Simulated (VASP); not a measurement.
# Au (Fm-3m) in VASP: further runs

The runs below take Au through relaxation of cell and atoms, single point, with PBEsol.

All numbers are computed with VASP 6.6.1; they aren't measurements. Logs are shortened: lines on timing, memory, paths and dates and some standing lists are left out, and cuts for length are marked.

## (1) Starting point

Symmetry: Fm-3m, No. 225, cubic system. Conventional cell: a = 4.117 Å, b = 4.117 Å, c = 4.117 Å, α = 90.00°, β = 90.00°, γ = 90.00°. Au (site symmetry m-3m) has 12 Au at 2.91 Å as nearest neighbours.

## (2) Relaxation of cell and atoms, PBEsol

Input file INCAR:

```
SYSTEM = Au
PREC     = Accurate       ! precision mode
ENCUT    = 600            ! plane-wave cutoff, eV
EDIFF    = 1E-7           ! SCF threshold, eV
ISMEAR   = 0              ! smearing method
SIGMA    = 0.1            ! smearing width, eV
LREAL    = .FALSE.        ! projectors in reciprocal space
LASPH    = .TRUE.         ! aspherical terms in the spheres
NELM     = 100            ! most SCF steps
ALGO     = Fast           ! electronic algorithm
ISIF     = 3              ! what is computed and relaxed
LWAVE    = .FALSE.        ! write WAVECAR
LCHARG   = .FALSE.        ! write CHGCAR
GGA      = PS             ! functional
IBRION   = 2              ! ionic algorithm
NSW      = 90             ! ionic steps
EDIFFG   = -0.005         ! ionic threshold
```

Input file KPOINTS:

```
regular mesh
0
G
  6 6 6
  0 0 0
```

Input file POSCAR:

```
Au
1.0
    0.0000000000      2.0585000000      2.0585000000
    2.0585000000      0.0000000000      2.0585000000
    2.0585000000      2.0585000000      0.0000000000
Au
1
Direct
    0.0000000000      0.0000000000      0.0000000000
```

Potentials or basis: VASP PAW PBE potentials, release 64 (Au).

On the command line:

```
$ cat potpaw_PBE.64/Au/POTCAR > POTCAR
$ mpirun -np 1 vasp_std > vasp.out
```

OUTCAR:

```text
SYSTEM = Au
   PREC = Accurate
   ENCUT = 600
   EDIFF = 1E-7
   ISMEAR = 0
   LREAL = .FALSE.
   LASPH = .TRUE.
   NELM = 100
   ISIF = 3
   GGA = PS
   IBRION = 2
   NSW = 90
   EDIFFG = -0.005

 ion  position               nearest neighbor table
   1  0.000  0.000  0.000-

  LATTYP: Found a face centered cubic cell.
 ALAT       =     4.1170000000

  Lattice vectors:

 A1 = (   0.0000000000,   2.0585000000,   2.0585000000)
 A2 = (   2.0585000000,   0.0000000000,   2.0585000000)
 A3 = (   2.0585000000,   2.0585000000,   0.0000000000)

Analysis of symmetry for initial positions (statically):
=====================================================================
 Subroutine PRICEL returns:
 Original cell was already a primitive cell.

 Routine SETGRP: Setting up the symmetry group for a
 face centered cubic supercell.

 Subroutine GETGRP returns: Found 48 space group operations
 (whereof 48 operations were pure point group operations)
 out of a pool of 48 trial point group operations.

The static configuration has the point symmetry O_h .

Analysis of symmetry for dynamics (positions and initial velocities):
=====================================================================
 Subroutine PRICEL returns:
 Original cell was already a primitive cell.

 Routine SETGRP: Setting up the symmetry group for a
 face centered cubic supercell.

 Subroutine GETGRP returns: Found 48 space group operations
 (whereof 48 operations were pure point group operations)
 out of a pool of 48 trial point group operations.

The dynamic configuration has the point symmetry O_h .

 Subroutine INISYM returns: Found 48 space group operations
 (whereof 48 operations are pure point group operations),
 and found     1 'primitive' translations

----------------------------------------------------------------------------------------

                                     Primitive cell

  volume of cell :      17.4455

  direct lattice vectors                    reciprocal lattice vectors
     0.000000000  2.058500000  2.058500000    -0.242895312  0.242895312  0.242895312
     2.058500000  0.000000000  2.058500000     0.242895312 -0.242895312  0.242895312
     2.058500000  2.058500000  0.000000000     0.242895312  0.242895312 -0.242895312

  length of vectors
     2.911158618  2.911158618  2.911158618     0.420707022  0.420707022  0.420707022

  position of ions in fractional coordinates (direct lattice)
     0.000000000  0.000000000  0.000000000

  ion indices of the primitive-cell ions
   primitive index   ion index
                 1           1

----------------------------------------------------------------------------------------

 KPOINTS: regular mesh

Automatic generation of k-mesh.
 Grid dimensions read from file:
 generate k-points for:    6    6    6

 Generating k-lattice:

  Cartesian coordinates                     Fractional coordinates (reciprocal lattice)
    -0.040482552  0.040482552  0.040482552     0.166666667  0.000000000  0.000000000
     0.040482552 -0.040482552  0.040482552     0.000000000  0.166666667  0.000000000
     0.040482552  0.040482552 -0.040482552     0.000000000  0.000000000  0.166666667

  Length of vectors
     0.070117837  0.070117837  0.070117837

  Shift w.r.t. Gamma in fractional coordinates (k-lattice)
     0.000000000  0.000000000  0.000000000

 Subroutine IBZKPT returns following result:
 ===========================================

 Found     16 irreducible k-points:

 Following reciprocal coordinates:
            Coordinates               Weight
  0.000000  0.000000  0.000000      1.000000
  0.166667  0.000000  0.000000      8.000000
  0.333333  0.000000  0.000000      8.000000
  0.500000  0.000000  0.000000      4.000000
  0.166667  0.166667  0.000000      6.000000
  0.333333  0.166667  0.000000     24.000000
[... 8 lines left out ...]
 -0.333333  0.333333  0.166667     24.000000
 -0.333333  0.500000  0.166667     12.000000
   k-points           NKPTS =     16   k-points in BZ     NKDIM =     16   number of bands    NBANDS=      9
   number of dos      NEDOS =    301   number of ions     NIONS =      1
   total plane-waves  NPLWV =  13824
   dimension x,y,z NGX =    24 NGY =   24 NGZ =   24
   dimension x,y,z NGXF=    48 NGYF=   48 NGZF=   48
   ions per type =               1
   NGX,Y,Z   is equivalent  to a cutoff of  13.71, 13.71, 13.71 a.u.
   NGXF,Y,Z  is equivalent  to a cutoff of  27.41, 27.41, 27.41 a.u.
 SYSTEM =  Au
   PREC   = accura    normal or accurate (medium, high low for compatibility)
   ISTART =      0    job   : 0-new  1-cont  2-samecut
   ICHARG =      2    charge: 1-file 2-atom 10-const
   ISPIN  =      1    spin polarized calculation?
   LNONCOLLINEAR =      F non collinear calculations
   LSORBIT =      F    spin-orbit coupling
   LASPH  =      T    aspherical Exc in radial PAW
   ENCUT  =  600.0 eV  44.10 Ry    6.64 a.u.   5.81  5.81  5.81*2*pi/ulx,y,z
   NELM   =    100;   NELMIN=  2; NELMDL= -5     # of ELM steps
   EDIFF  = 0.1E-06   stopping-criterion for ELM
   LREAL  =      F    real-space projection
   EDIFFG = -.5E-02   stopping-criterion for IOM
   NSW    =     90    number of steps for IOM
   IBRION =      2    ionic relax: 0-MD 1-quasi-New 2-CG
   NFREE  =      1    steps in history (QN), initial steepest desc. (CG)
   ISIF   =      3    stress and relaxation
   ISYM   =      2    0-nonsym 1-usesym 2-fastsym
   POTIM  = 0.5000    time-step for ionic-motion
   TEBEG  =    0.0;   TEEND  =   0.0 temperature during run
   PSTRESS=    0.0 pullay stress
   NELECT =      11.0000    total number of electrons
   NUPDOWN=      -1.0000    fix difference up-down
   EMIN   =  10.00;   EMAX   =-10.00  energy-range for DOS
   EFERMI =   0.00;   METHOD = LEGACY
   ISMEAR =     0;   SIGMA  =   0.10  broadening in eV -4-tet -1-fermi 0-gaus
   EFERMI_NEDOS =   21; number of points for ismear=-14 and -15
   IALGO  =     68    algorithm
   IMIX   =      4    mixing-type and parameters
     AMIX     =   0.40;   BMIX     =  1.00
     AMIX_MAG =   1.60;   BMIX_MAG =  1.00
  volume/ion in A,a.u.               =      17.45       117.73
  Fermi-wavevector in a.u.,A,eV,Ry     =   1.403820  2.652836 26.813157  1.970711
  Thomas-Fermi vector in A             =   2.526444
   LORBIT       =      0    0 simple, 1 ext, 2 COOP (PROOUT), +10 PAW based schemes
   GGA     = PS    functional components
   LHFCALC =     F    Hartree Fock is set to
   AEXX    =    0.0000 exact exchange contribution
   IVDW    =     0    specifies the selected vdW correction
   LEPSILON=     F    determine dielectric tensor
   LRPA    =     F    only Hartree local field effects (RPA)
 conjugate gradient relaxation of ions
 non-spin polarized calculation
 RMM-DIIS sequential band-by-band and
 Gauss-broadening in eV      SIGMA  =   0.10
  energy-cutoff  :      600.00
  volume of cell :       17.45
 maximum number of plane-waves:       589
   NGX = 11   NGY = 11   NGZ = 11

--------------------------------------- Ionic step        1  -------------------------------------------

 number of electron      11.0000001 magnetization

 Free energy of the ion-electron system (eV)
  ---------------------------------------------------
  ext. energy  EPLUGINS =         0.00000000
  ---------------------------------------------------
  free energy    TOTEN  =        -3.85051460 eV

  energy without entropy =       -3.84453648  energy(sigma->0) =       -3.84752554

------------------------ aborting loop because EDIFF is reached ----------------------------------------

  FORCE on cell =-STRESS in cart. coord.  units (eV):
  Direction    XX          YY          ZZ          XY          YZ          ZX
  --------------------------------------------------------------------------------------
  -------------------------------------------------------------------------------------
  Total       -0.3310344     -0.3310344     -0.3310344      0.0000000      0.0000000     -0.0000000
  in kB      -30.4019250    -30.4019250    -30.4019250      0.0000000      0.0000000     -0.0000000
  external PRESSURE =     -30.4019250 kB  Pullay stress =       0.0000000 kB

 VOLUME and BASIS-vectors are now :
 -----------------------------------------------------------------------------
  energy-cutoff  :      600.00
  volume of cell :       17.45
      direct lattice vectors                 reciprocal lattice vectors
     0.000000000  2.058500000  2.058500000    -0.242895312  0.242895312  0.242895312
     2.058500000  0.000000000  2.058500000     0.242895312 -0.242895312  0.242895312
     2.058500000  2.058500000  0.000000000     0.242895312  0.242895312 -0.242895312
[... 36 lines left out ...]
 POSITION                                       TOTAL-FORCE (eV/Angst)
 -----------------------------------------------------------------------------------
      0.00000      0.00000      0.00000        -0.000000      0.000000     -0.000000
 -----------------------------------------------------------------------------------
    total drift:                               -0.000000      0.000000     -0.000000

  FREE ENERGIE OF THE ION-ELECTRON SYSTEM (eV)
  ---------------------------------------------------
  free  energy   TOTEN  =        -3.8449953901 eV

  energy  without entropy=       -3.8390266028  energy(sigma->0) =       -3.84201100

--------------------------------------- Ionic step        3  -------------------------------------------

 number of electron      11.0000000 magnetization

 Free energy of the ion-electron system (eV)
  ---------------------------------------------------
  ext. energy  EPLUGINS =         0.00000000
  ---------------------------------------------------
  free energy    TOTEN  =        -3.85361266 eV

  energy without entropy =       -3.84763867  energy(sigma->0) =       -3.85062567

 E-fermi :   9.1139     XC(G=0): -12.8534

 val. band max:        9.0912727721   @ k =   0.5000   0.3333   0.1667
 cond. band min:       9.8359897012   @ k =   0.5000   0.1667   0.0000
 fundamental gap:      0.7447169291
 Fermi energy:         9.1138585395

 k-point     1 :       0.0000    0.0000    0.0000
  band No.  band energies     occupation
      1      -0.6727      2.00000
      2       4.5463      2.00000
      3       4.5463      2.00000
      4       4.5463      2.00000
      5       6.0638      2.00000
      6       6.0638      2.00000
      7      23.6987      0.00000
      8      27.6659      0.00000
      9      27.6659      0.00000

 k-point     2 :       0.1667    0.0000    0.0000
  band No.  band energies     occupation
      1       0.2389      2.00000
      2       4.3244      2.00000
      3       4.7904      2.00000
      4       4.7904      2.00000
      5       6.0108      2.00000
      6       6.0108      2.00000
      7      23.3403      0.00000
      8      24.7926      0.00000
      9      28.6585      0.00000
[... 188 lines left out ...]
 POSITION                                       TOTAL-FORCE (eV/Angst)
 -----------------------------------------------------------------------------------
      0.00000      0.00000      0.00000        -0.000000     -0.000000     -0.000000
 -----------------------------------------------------------------------------------
    total drift:                               -0.000000      0.000000     -0.000000

  FREE ENERGIE OF THE ION-ELECTRON SYSTEM (eV)
  ---------------------------------------------------
  free  energy   TOTEN  =        -3.8536126607 eV

  energy  without entropy=       -3.8476386700  energy(sigma->0) =       -3.85062567

 reached required accuracy - stopping structural energy minimisation
```

Run time: 7.5 s. Hardware: 1 thread of Intel Xeon 6975P-C (Granite Rapids), shared host; peak memory 0.14 GiB.

What came out:

| Item | Value |
| --- | --- |
| Free energy | -3.8536 eV |
| Relaxed volume | 17.13 Å³/atom |
| Relaxed cell | a = 2.893 Å, b = 2.893 Å, c = 2.893 Å, α = 60.00°, β = 60.00°, γ = 60.00° |
| Space group after relaxing (to 0.05 Å) | Fm-3m (No. 225) |
| Energy gained by relaxing | 3.1 meV/atom |
| Ionic steps | 3 |
| Pressure after relaxing | 0.0 GPa |
| Band gap on the k mesh | none (metal or under the smearing width) |

Step by step:
```csv
step,energy change (eV),largest force (eV/Å),pressure (GPa),volume (Å³)
1,0.0000,0.0000,-3.04,17.45
2,0.0055,0.0000,5.67,16.62
3,-0.0031,0.0000,-0.04,17.13
```

Final structure:
```yaml
crystal:
  lattice:
    - [0.00000, 2.04598, 2.04598]
    - [2.04598, 0.00000, 2.04598]
    - [2.04598, 2.04598, 0.00000]
  atoms:
    - { symbol: Au, position: [0.00000, 0.00000, 0.00000] }
```

Caveat: the k mesh is coarse (spacing up to 0.44 Å⁻¹), so the values aren't converged; the PAW data sets were made with another functional, which shifts forces and pressure a little. Spin-orbit coupling is left out, which matters for the levels of Au.

## (3) Single point, PBEsol

Input file INCAR:

```
  ALGO = Fast
  EDIFF = 1E-6
  ENCUT = 520
  GGA = PS
  ISIF = 2
  ISMEAR = 0
  LASPH = True
  LCHARG = True
  LELF = True
  LREAL = False
  LVHAR = True
  LWAVE = False
  NELM = 100
  PREC = Accurate
  SIGMA = 0.1
```

Input file KPOINTS:

```
k-points
0
Gamma
  18 18 18
```

POSCAR is that of step 2.

Potentials or basis: VASP PAW PBE potentials, release 64 (Au).

On the command line:

```
$ cat potpaw_PBE.64/Au/POTCAR > POTCAR
$ mpirun -np 1 vasp_std > vasp.out
```

Wall time 11 s (1 thread of Intel Xeon 6975P-C (Granite Rapids), shared host); peak memory 0.16 GiB.

Results (log left out):

- Free energy: -3.9193 eV
- Pressure: -4.2 GPa
- Band gap on the k mesh: none (metal or under the smearing width)

Levels at points of the mesh, in eV from the Fermi level:
```tsv
k point	band 2	band 3	band 4	band 5	band 6	band 7	band 8	band 9
(0.00, 0.00, 0.00)	-4.51	-4.51	-4.51	-3.04	-3.04	14.57	18.43	18.43
(0.50, 0.00, 0.00)	-4.54	-4.54	-1.89	-1.89	-0.87	2.97	14.01	16.96
(0.50, 0.50, 0.00)	-6.50	-1.93	-1.58	-1.58	1.06	5.60	9.93	9.93
```

Caveat: the PAW data sets were made with another functional, which shifts forces and pressure a little. Spin-orbit coupling is left out, which matters for the levels of Au.

## (4) Relaxation of cell and atoms, PBEsol

Input file INCAR:

```
SYSTEM = Au
PREC     = Accurate       ! precision mode
ENCUT    = 580            ! plane-wave cutoff, eV
EDIFF    = 1E-7           ! SCF threshold, eV
ISMEAR   = 0              ! smearing method
SIGMA    = 0.1            ! smearing width, eV
LREAL    = .FALSE.        ! projectors in reciprocal space
LASPH    = .TRUE.         ! aspherical terms in the spheres
NELM     = 100            ! most SCF steps
ALGO     = Fast           ! electronic algorithm
ISIF     = 3              ! what is computed and relaxed
LWAVE    = .FALSE.        ! write WAVECAR
LCHARG   = .FALSE.        ! write CHGCAR
GGA      = PS             ! functional
IBRION   = 2              ! ionic algorithm
NSW      = 90             ! ionic steps
EDIFFG   = -0.005         ! ionic threshold
```

Input file KPOINTS:

```
regular mesh
0
G
  18 18 18
  0 0 0
```

POSCAR is that of step 3.

On the command line:

```
$ cat potpaw_PBE.64/Au/POTCAR > POTCAR
$ mpirun -np 1 vasp_std > vasp.out
```

Wall time 35 s (1 thread of Intel Xeon 6975P-C (Granite Rapids), shared host); peak memory 0.18 GiB.

It converged, with:

| Item | Value |
| --- | --- |
| Free energy | -3.9251 eV |
| Relaxed volume | 17.00 Å³/atom |
| Relaxed cell | a = 2.886 Å, b = 2.886 Å, c = 2.886 Å, α = 60.00°, β = 60.00°, γ = 60.00° |
| Space group after relaxing (to 0.05 Å) | Fm-3m (No. 225) |
| Energy gained by relaxing | 5.9 meV/atom |
| Ionic steps | 4 |
| Pressure after relaxing | 0.0 GPa |
| Band gap on the k mesh | none (metal or under the smearing width) |

The path:
```csv
step,energy change (eV),largest force (eV/Å),pressure (GPa),volume (Å³)
1,0.0000,0.0000,-4.17,17.45
2,0.0105,0.0000,8.05,16.32
3,-0.0059,0.0000,-0.06,17.01
4,-0.0059,0.0000,0.04,17.00
```

Final structure:
```
Au
1.0
     0.00000    2.04090    2.04090
     2.04090    0.00000    2.04090
     2.04090    2.04090    0.00000
Au
1
Cartesian
  0.0000 0.0000 0.0000
```

Levels at points of the mesh, in eV from the Fermi level:
```csv
k point,band 4,band 5,band 6,band 7,band 8,band 9
"(0.00, 0.00, 0.00)",-4.66,-3.12,-3.12,14.53,18.53,18.53
"(0.50, 0.00, 0.00)",-1.92,-1.92,-1.01,3.10,13.97,17.14
"(0.50, 0.50, 0.00)",-1.59,-1.59,0.98,5.79,9.99,9.99
```

Caveat: the PAW data sets were made with another functional, which shifts forces and pressure a little.

## (5) Relaxation of cell and atoms, PBEsol

Changes to INCAR since step 4:

```diff
@@ -2,3 +2,3 @@
 PREC     = Accurate       ! precision mode
-ENCUT    = 580            ! plane-wave cutoff, eV
+ENCUT    = 480            ! plane-wave cutoff, eV
 EDIFF    = 1E-7           ! SCF threshold, eV
```

KPOINTS is that of step 4.

POSCAR is that of step 4.

On the command line:

```
$ cat potpaw_PBE.64/Au/POTCAR > POTCAR
$ mpirun -np 1 vasp_std > vasp.out
```

Wall time 34 s (1 thread of Intel Xeon 6975P-C (Granite Rapids), shared host); peak memory 0.17 GiB.

Results (log left out):

| Quantity | Value |
| --- | --- |
| Free energy | -3.9254 eV |
| Relaxed volume | 17.00 Å³/atom |
| Relaxed cell | a = 2.886 Å, b = 2.886 Å, c = 2.886 Å, α = 60.00°, β = 60.00°, γ = 60.00° |
| Space group after relaxing (to 0.05 Å) | Fm-3m (No. 225) |
| Energy gained by relaxing | 6.0 meV/atom |
| Ionic steps | 4 |
| Pressure after relaxing | 0.0 GPa |
| Band gap on the k mesh | none (metal or under the smearing width) |

The path:
| step | energy change (eV) | largest force (eV/Å) | pressure (GPa) | volume (Å³) |
| --- | --- | --- | --- | --- |
| 1 | 0.0000 | 0.0000 | -4.20 | 17.45 |
| 2 | 0.0104 | 0.0000 | 8.04 | 16.32 |
| 3 | -0.0060 | 0.0000 | -0.06 | 17.00 |
| 4 | -0.0060 | 0.0000 | 0.04 | 17.00 |

Final structure:
```yaml
crystal:
  lattice:
    - [0.00000, 2.04067, 2.04067]
    - [2.04067, 0.00000, 2.04067]
    - [2.04067, 2.04067, 0.00000]
  atoms:
    - { symbol: Au, position: [0.00000, 0.00000, 0.00000] }
```

Levels at points of the mesh, in eV from the Fermi level:
```
           k point  band 3  band 4  band 5  band 6  band 7  band 8  band 9
(0.00, 0.00, 0.00)   -4.66   -4.66   -3.13   -3.13   14.53   18.54   18.54
(0.50, 0.00, 0.00)   -4.70   -1.92   -1.92   -1.01    3.10   13.97   17.14
(0.50, 0.50, 0.00)   -1.96   -1.59   -1.59    0.98    5.80    9.99    9.99
```

Caveat: the PAW data sets were made with another functional, which shifts forces and pressure a little. Spin-orbit coupling is left out, which matters for the levels of Au.

## (6) Summary

| task | cell | k mesh | cutoff (eV) | mesh quality | gap on the mesh (eV) | pressure (GPa) | relaxed volume (Å³/atom) |
| --- | --- | --- | --- | --- | --- | --- | --- |
| relaxation of cell and atoms | relaxed | 6 × 6 × 6 | 600 | coarse | none | 0.0 | 17.13 |
| single point | as given | 18 × 18 × 18 | 520 | not flagged | none | -4.2 | - |
| relaxation of cell and atoms | relaxed | 18 × 18 × 18 | 580 | not flagged | none | 0.0 | 17.00 |
| relaxation of cell and atoms | relaxed | 18 × 18 × 18 | 480 | not flagged | none | 0.0 | 17.00 |

Alike in all rows: level PBEsol; potentials or basis VASP PAW PBE potentials, release 64 (Au); no spin polarisation; smearing gaussian 0.1 eV.

Caveats: some runs use coarse meshes; the PAW data sets were made with another functional, which shifts forces and pressure a little.

Absolute energies hang on the potentials; compare differences alone.
